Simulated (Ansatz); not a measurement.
The calculation used DFT PBE, scalar-relativistic, plane waves, PAW in Ansatz 0.2.0. Settings: cutoff 420 eV, Γ-centred meshes spaced at most about 0.3 Å⁻¹, and about 0.25 Å⁻¹ or finer for metals (2π included), Gaussian smearing. No spin polarisation.

Temperature and zero-point effects are left out.

Question: Which of these relaxed structures of NbP is the lowest in energy?
A.

```xyz
4
Lattice="3.3145 0.0000 0.0000 -1.6572 2.8704 0.0000 0.0000 0.0000 6.7227" Properties=species:S:1:pos:R:3 pbc="T T T"
Nb    0.0000    0.0000    0.0000
Nb    0.0000    0.0000    3.3614
P     0.0000    1.9136    1.6807
P     1.6572    0.9568    5.0421
```

B.

```xyz
4
Lattice="-1.7548 1.7548 5.2136 1.7548 -1.7548 5.2136 1.7548 1.7548 -5.2136" Properties=species:S:1:pos:R:3 pbc="T T T"
Nb    0.0000    0.0000    0.0000
Nb    0.0000    1.7548    2.6068
P     0.0000    0.0000    5.2136
P     1.7548    0.0000    2.6068
```

Answer: A. The other, B, lies 0.54 eV/atom higher. Forms: A P6_3/mmc; B I4_1/amd. Counting P atoms around Nb (those within 1.25 times the shortest such distance or 1.15 times the sum of covalent radii): A has Nb 6; B has Nb 4. Origin: A, invented; B, reached from a cell as deposited in COD. Shaken at random and relaxed again, A came back. The lowest form computed isn't among them: it has space group I4_1md (No. 109), 16.0 Å³/atom, is reached from a Materials Project cell and lies 59 meV/atom below the best shown.

Cells without such a test can be saddle points. Some types were kept out of the candidates beforehand, so the set may lack a known form.
